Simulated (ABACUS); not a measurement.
# GaSb (I-4m2) in ABACUS: a series of runs

Aim: see how the results for GaSb move with the level of theory and the settings. Levels: TPSS, r2SCAN. Tasks: single point.

Program: ABACUS 3.10.1. These are calculated values, not measurements. Logs are shortened: lines on timing, memory, paths and dates and some standing lists are left out, and cuts for length are marked.

### 1 The crystal as given

Symmetry: I-4m2, No. 119, tetragonal system. Conventional cell: a = 5.507 Å, b = 5.507 Å, c = 3.181 Å, α = 90.00°, β = 90.00°, γ = 90.00°. Sb (site symmetry -4m2) is surrounded by 4 Ga at 2.87 Å and 2 Sb at 3.18 Å. Around Ga (site symmetry -4m2) lie 4 Sb at 2.87 Å and 2 Ga at 3.18 Å.

Measurements of this composition are mostly on another form, of space group No. 216.

### 2 Single point, TPSS

Contents of run_abacus.py:

```python
"""ABACUS run from a structure file: ASE reads it, the script writes STRU, KPT and INPUT."""
import re
import subprocess
from ase.io import read
from ase.units import Bohr

atoms = read("POSCAR")
atoms = atoms[(-atoms.numbers).argsort(kind="stable")]  # ABACUS lists atoms element by element
pseudo = {'Sb': 'Sb_ONCV_PBE-1.2.upf', 'Ga': 'Ga_ONCV_PBE-1.2.upf'}
orbital = {'Sb': 'Sb_confined-atom_8au_2s2p2d.orb', 'Ga': 'Ga_confined-atom_8au_2s2p2d.orb'}
magmoms = None
kmesh = [10, 10, 10]
params = {
    'suffix': 'GaSb',
    'calculation': 'scf',
    'basis_type': 'lcao',
    'pseudo_dir': './',
    'orbital_dir': './',
    'symmetry': 1,
    'dft_functional': 'MGGA_X_TPSS+MGGA_C_TPSS',
    'ecutwfc': 100,
    'pseudo_rcut': 7,
    'nspin': 1,
    'nbands': 18,
    'ks_solver': 'genelpa',
    'smearing_method': 'fd',
    'smearing_sigma': 0.00367493,
    'scf_thr': 1e-07,
    'scf_nmax': 100,
    'mixing_type': 'broyden',
    'mixing_beta': 0.7,
    'cal_force': 1,
    'cal_stress': 1,
    'mixing_tau': 1,
    'out_mul': 1,
}

symbols = atoms.get_chemical_symbols()
elements = list(dict.fromkeys(symbols))
lines = ["ATOMIC_SPECIES"] + [f"{e} {atoms.get_masses()[symbols.index(e)]:.4f} {pseudo[e]}" for e in elements]
if orbital:
    lines += ["", "NUMERICAL_ORBITAL"] + [orbital[e] for e in elements]
lines += ["", "LATTICE_CONSTANT", f"{1 / Bohr:.10f}", "", "LATTICE_VECTORS"]
lines += [" ".join(f"{x:.10f}" for x in v) for v in atoms.cell]
lines += ["", "ATOMIC_POSITIONS", "Direct"]
for e in elements:
    lines += ["", e, "0.0", str(symbols.count(e))]
    for i, p in enumerate(atoms.get_scaled_positions(wrap=False)):
        if symbols[i] == e:
            mag = "" if magmoms is None else " mag " + " ".join(str(x) for x in (magmoms[i] if isinstance(magmoms[i], list) else [magmoms[i]]))
            lines.append(" ".join(f"{x:.10f}" for x in p) + " 1 1 1" + mag)
open("STRU", "w").write("\n".join(lines) + "\n")
open("KPT", "w").write("K_POINTS\n0\nGamma\n%d %d %d 0 0 0\n" % tuple(kmesh))
open("INPUT", "w").write("INPUT_PARAMETERS\n" + "".join(f"{k:<20s}{v}\n" for k, v in params.items()))

done = subprocess.run(['mpirun', '-np', '4', 'abacus'])
if done.returncode:
    raise SystemExit(done.returncode)
log = open("OUT.GaSb/running_scf.log").read()
print("final energy (eV):", re.findall(r"FINAL_ETOT_IS (\S+)", log))
```

Contents of POSCAR:

```
GaSb
1.0
   -2.7534340000      2.7534340000      1.5907070000
    2.7534340000     -2.7534340000      1.5907070000
    2.7534340000      2.7534340000     -1.5907070000
Sb Ga
1 1
Direct
    0.0000000000      0.0000000000      0.0000000000
    0.7500000000      0.2500000000      0.5000000000
```

Potentials or basis: SG15 ONCV 1.2 PBE, DZP LCAO (the cutoffs set its grid).

Launch:

```
> OMP_NUM_THREADS=1 python run_abacus.py > log
```

running log:

```text
ABACUS v3.10.1

               Atomic-orbital Based Ab-initio Computation at UStc

 ------------------------------------------------------------------------------------

 READING GENERAL INFORMATION
                           global_out_dir = OUT.GaSb/
                           global_in_card = INPUT
                               pseudo_dir = ./
                              orbital_dir = ./
                                    DSIZE = 4
                                    GSIZE = 1

 READING UNITCELL INFORMATION
                                    ntype = 2
                  lattice constant (Bohr) = 1.88973
              lattice constant (Angstrom) = 1

 READING ATOM TYPE 1
                               atom label = Sb
                      L=0, number of zeta = 2
                      L=1, number of zeta = 2
                      L=2, number of zeta = 2
             number of atom for this type = 1

 READING ATOM TYPE 2
                               atom label = Ga
                      L=0, number of zeta = 2
                      L=1, number of zeta = 2
                      L=2, number of zeta = 2
             number of atom for this type = 1

                        TOTAL ATOM NUMBER = 2
DIRECT COORDINATES
    atom                   x                   y                   z     mag                  vx                  vy                  vz
taud_Sb1            0.0000000000        0.0000000000        0.0000000000  0.0000        0.0000000000        0.0000000000        0.0000000000
taud_Ga1            0.7500000000        0.2500000000        0.5000000000  0.0000        0.0000000000        0.0000000000        0.0000000000

                          Volume (Bohr^3) = 325.534
                             Volume (A^3) = 48.2391

 Lattice vectors: (Cartesian coordinate: in unit of a_0)
             -2.75343            +2.75343            +1.59071
             +2.75343            -2.75343            +1.59071
             +2.75343            +2.75343            -1.59071
 Reciprocal vectors: (Cartesian coordinate: in unit of 2 pi/a_0)
                   +0           +0.181591           +0.314326
            +0.181591                  +0           +0.314326
            +0.181591           +0.181591                  +0
 The esolver type has been set to : ksdft_lcao

                PAO radial cut off (Bohr) = 7

 Read in pseudopotential file is Sb_ONCV_PBE-1.2.upf
                     pseudopotential type = NC
          exchange-correlation functional = PBE
                 nonlocal core correction = 0
                        valence electrons = 15
                                     lmax = 2
                           number of zeta = 0
                     number of projectors = 6
                           L of projector = 0
                           L of projector = 0
                           L of projector = 1
                           L of projector = 1
                           L of projector = 2
                           L of projector = 2
 XC functional updated to : MGGA_X_TPSS+MGGA_C_TPSS
          exchange-correlation functional = MGGA_X_TPSS+MGGA_C_TPSS
                PAO radial cut off (Bohr) = 7

 Read in pseudopotential file is Ga_ONCV_PBE-1.2.upf
                     pseudopotential type = NC
          exchange-correlation functional = PBE
                 nonlocal core correction = 0
                        valence electrons = 13
                                     lmax = 2
                           number of zeta = 0
                     number of projectors = 6
                           L of projector = 0
                           L of projector = 0
                           L of projector = 1
                           L of projector = 1
                           L of projector = 2
                           L of projector = 2
 XC functional updated to : MGGA_X_TPSS+MGGA_C_TPSS
          exchange-correlation functional = MGGA_X_TPSS+MGGA_C_TPSS
     initial pseudo atomic orbital number = 0

 SETUP THE ELECTRONS NUMBER
            electron number of element Sb = 15
      total electron number of element Sb = 15
            electron number of element Ga = 13
      total electron number of element Ga = 13
            AUTOSET number of electrons:  = 28
                           occupied bands = 14
                                   NLOCAL = 36
                                   NBANDS = 18
                                   NBANDS = 18
                                   NLOCAL = 36

%%%%%%%%%%%%%%%%%%%%%%%%%%%%%%%%%%%%%%%%%%%%%%%%%%%%%%%%%%%%%%%%%%%%%%%%%%%%%%%%%%%%%%%%%%%%%%%%%%%%%%%%%%
 Warning: the number of valence electrons in pseudopotential > 5 for Sb: [Kr] 4d10 5s2 5p3
 Warning: the number of valence electrons in pseudopotential > 3 for Ga: [Ar] 3d10 4s2 4p1
 Pseudopotentials with additional electrons can yield (more) accurate outcomes, but may be less efficient.
[... 87 lines left out ...]
                     BRAVAIS LATTICE NAME = 06. Tetrogonal I (body-centered)
                                    ibrav = 6
                       right hand lattice = 1
(for k-lattice: )
                             BRAVAIS TYPE = 6
                     BRAVAIS LATTICE NAME = 06. Tetrogonal I (body-centered)
                                    ibrav = 6
                       right hand lattice = 1
                        ROTATION MATRICES = 16
                               nkstot_ibz = 102
K-POINTS REDUCTION ACCORDING TO SYMMETRY
     IBZ    DIRECT_X    DIRECT_Y    DIRECT_Z  WEIGHT  ibz2bz
       1  0.00000000  0.00000000  0.00000000  0.0010       0
       2 -0.10000000  0.00000000  0.10000000  0.0080       1
       3 -0.20000000  0.00000000  0.20000000  0.0080       2
       4 -0.30000000  0.00000000  0.30000000  0.0080       3
       5 -0.40000000  0.00000000  0.40000000  0.0080       4
       6  0.50000000  0.00000000  0.50000000  0.0040       5
[... 22 lines left out ...]
      29  0.50000000  0.40000000  0.10000000  0.0160      45
      30 -0.40000000  0.40000000  0.00000000  0.0040      46
[... 72 further k points ...]

                               nkstot now = 102
[... K-POINTS DIRECT COORDINATES: 102 rows ...]

           k-point number in this process = 102
       minimum distributed K point number = 102
[... stars of the k points ...]

[... K-POINTS CARTESIAN COORDINATES: 102 rows ...]

[... K-POINTS DIRECT COORDINATES: 102 rows ...]

 SETUP PLANE WAVES FOR WAVE FUNCTIONS
     energy cutoff for wavefunc (unit:Ry) = 100
              fft grid for wave functions = [ 54, 54, 54 ]
                    number of plane waves = 8083
                         number of sticks = 453

 PARALLEL PW FOR WAVE FUNCTIONS
     PROC   COLUMNS(POT)             PW
        1            113           2020
        2            113           2020
        3            113           2021
        4            114           2022
 --------------- sum -------------------
        4            453           8083

 SET NONLOCAL PSEUDOPOTENTIAL PROJECTORS
 SET NONLOCAL PSEUDOPOTENTIAL PROJECTORS
 max number of nonlocal projetors among all species is 6

 -------------------------------------------
 SELF-CONSISTENT
 -------------------------------------------

 SETUP SEARCHING RADIUS FOR PROGRAM TO SEARCH ADJACENT ATOMS
                  longest orb rcut (Bohr) = 8
   longest nonlocal projector rcut (Bohr) = 3.62
                     search radius (Bohr) = 23.2
              searching radius is (Bohr)) = 23.2
         searching radius unit is (Bohr)) = 1.89
                         PeriodicBoundary = 1
                        Radius(unit:lat0) = 12.3
                                   glayer = [ 6, 6, 5 ]
                             glayer_minus = [ 5, 5, 4 ]

Find the coordinate range of the input atom(unit:lat0).
                                  min_tau = [ -38.5, -38.5, -22.3 ]
                                  max_tau = [ 38.5, 41.3, 23.1 ]
                                BoxNumber = [ 11, 11, 9 ]

 SETUP EXTENDED REAL SPACE GRID FOR GRID INTEGRATION
                          real space grid = [ 54, 54, 54 ]
                 big cell numbers in grid = [ 27, 27, 27 ]
             meshcell numbers in big cell = [ 2, 2, 2 ]
                        extended fft grid = [ 42, 42, 30 ]
                dimension of extened grid = [ 112, 112, 88 ]
                            UnitCellTotal = 125
              Atom number in sub-FFT-grid = 2
    Local orbitals number in sub-FFT-grid = 36
                                ParaV.nnr = 23490
                                 init_chg = atomic

 LCAO ALGORITHM --------------- ION=   1  ELEC=   1--------------------------------

 Density error is 0.0273734067785
----------------------------------------------------------
     Energy           Rydberg                 eV
----------------------------------------------------------
 E_KohnSham     -271.8022723843      -3698.0596337752
 E_Harris       -272.3440380293      -3705.4307335277
 E_Fermi        0.8564763836         11.6529590199
----------------------------------------------------------
[... 91 lines left out ...]
 Density error is 1.87651874673e-08
----------------------------------------------------------
     Energy           Rydberg                 eV
----------------------------------------------------------
 E_KohnSham     -271.8540166181      -3698.7636501927
 E_KS(sigma->0) -271.8538444987      -3698.7613083883
 E_Harris       -271.8540181216      -3698.7636706488
 E_band         -10.5689357137       -143.7977475023
 E_one_elec     -98.8231983098       -1344.5585915969
 E_Hartree      66.0314715967        898.4042610398
 E_xc           -33.4048350795       -454.4960978309
 E_Ewald        -205.6571105868      -2798.1085381960
 E_entropy(-TS) -0.0003442388        -0.0046836087
 E_descf        0.0000000000         0.0000000000
 E_exx          0.0000000000         0.0000000000
 E_Fermi        0.8712675763         11.8542035198
----------------------------------------------------------

 charge density convergence is achieved
 final etot is -3698.7636502 eV
 EFERMI = 11.85420352 eV

 STATE ENERGY(eV) AND OCCUPATIONS    NSPIN == 1
 1/102 kpoint (Cartesian) = 0.0000 0.0000 0.0000 (1394 pws)
       1       -17.1280     0.00200000
       2       -17.0153     0.00200000
       3       -17.0153     0.00200000
       4       -16.9978     0.00200000
       5       -16.9825     0.00200000
       6       -2.98646     0.00200000
[... 98 lines left out ...]
       5       -16.9713     0.00800000
       6       -2.95265     0.00800000
[... 10 lines left out ...]
      17        15.3342    4.74519e-33
      18        17.1101    1.78069e-48

[... levels at 96 further k points ...]

 correction force for each atom along direction 1 is -0.00901169
 correction force for each atom along direction 2 is -0.00269928
 correction force for each atom along direction 3 is 0.00386566
------------------------------------------------------------------------------------------
 TOTAL-FORCE (eV/Angstrom)
------------------------------------------------------------------------------------------
                       Sb1         0.0000000000         0.0000000000         0.0000000000
                       Ga1         0.0000000000         0.0000000000         0.0000000000
------------------------------------------------------------------------------------------

----------------------------------------------------------------
 TOTAL-STRESS (KBAR)
----------------------------------------------------------------
        -1.4227078898         0.0000000000        -0.0000000000
         0.0000000000        -1.4227078898         0.0000000000
         0.0000000000         0.0000000000       -11.9505888629
----------------------------------------------------------------
 TOTAL-PRESSURE: -4.932002 KBAR

 --------------------------------------------
 !FINAL_ETOT_IS -3698.7636501926640449 eV
 --------------------------------------------
```

Run time: 21 s. Hardware: 4 MPI ranks of Intel Xeon 6975P-C (Granite Rapids), shared host; peak memory 0.48 GiB.

What came out:

```yaml
Free_energy: -3698.7637 eV
Pressure: -0.5 GPa
Band_gap_on_the_k_mesh: none (metal or under the smearing width)
Mulliken_charges: Sb +0.16; Ga -0.16 e
```

Caveat: the atomic orbitals were generated for these runs and aren't a published set; Mulliken charges move with the basis; the potentials were made for another functional, which shifts forces and pressure; the basis of atomic orbitals isn't converged, which shifts pressures, moduli and gaps. The run has no spin-orbit coupling, so splittings on Sb are missing.

### 3 Single point, r2SCAN

run_abacus.py, as its differences from that of step 2:

```diff
@@ -19,3 +19,3 @@
     'symmetry': 1,
-    'dft_functional': 'MGGA_X_TPSS+MGGA_C_TPSS',
+    'dft_functional': 'MGGA_X_R2SCAN+MGGA_C_R2SCAN',
     'ecutwfc': 100,
@@ -35,2 +35,5 @@
     'out_mul': 1,
+    'out_chg': 1,
+    'out_pot': 2,
+    'out_elf': 1,
 }
```

POSCAR is that of step 2.

Potentials or basis: SG15 ONCV 1.2 PBE, DZP LCAO (the cutoffs set its grid).

Launch:

```
> OMP_NUM_THREADS=1 python run_abacus.py > log
```

It took 22 s on 4 MPI ranks of Intel Xeon 6975P-C (Granite Rapids), shared host; peak memory 0.48 GiB.

It converged, with:

- Free energy: -3679.7231 eV
- Pressure: -1.7 GPa
- Band gap on the k mesh: none (metal or under the smearing width)
- Mulliken charges: Sb +0.23; Ga -0.23 e

Stress tensor (GPa, compression positive):
```
-1.72  0.00  0.00
 0.00 -1.72  0.00
 0.00  0.00 -1.56
```

Levels at points of the mesh, in eV from the Fermi level:
```csv
k point,band 11,band 12,band 13,band 14,band 15,band 16,band 17,band 18
"(0.00, 0.00, 0.00)",-12.53,-3.17,-1.98,-1.98,4.28,5.09,7.54,7.54
"(0.50, 0.00, 0.50)",-8.86,-5.84,-2.59,-1.59,-1.11,3.02,3.58,5.51
"(0.50, 0.50, 0.00)",-11.06,-8.37,-0.07,1.94,2.39,2.70,4.92,7.37
"(0.50, 0.50, 0.50)",-9.88,-6.18,-5.08,-5.08,3.69,5.51,10.72,10.72
```

Caveat: the atomic orbitals were generated for these runs and aren't a published set; Mulliken charges move with the basis; the potentials were made for another functional, which shifts forces and pressure; the basis of atomic orbitals isn't converged, which shifts pressures, moduli and gaps. Spin-orbit coupling is left out, which matters for the levels of Sb.
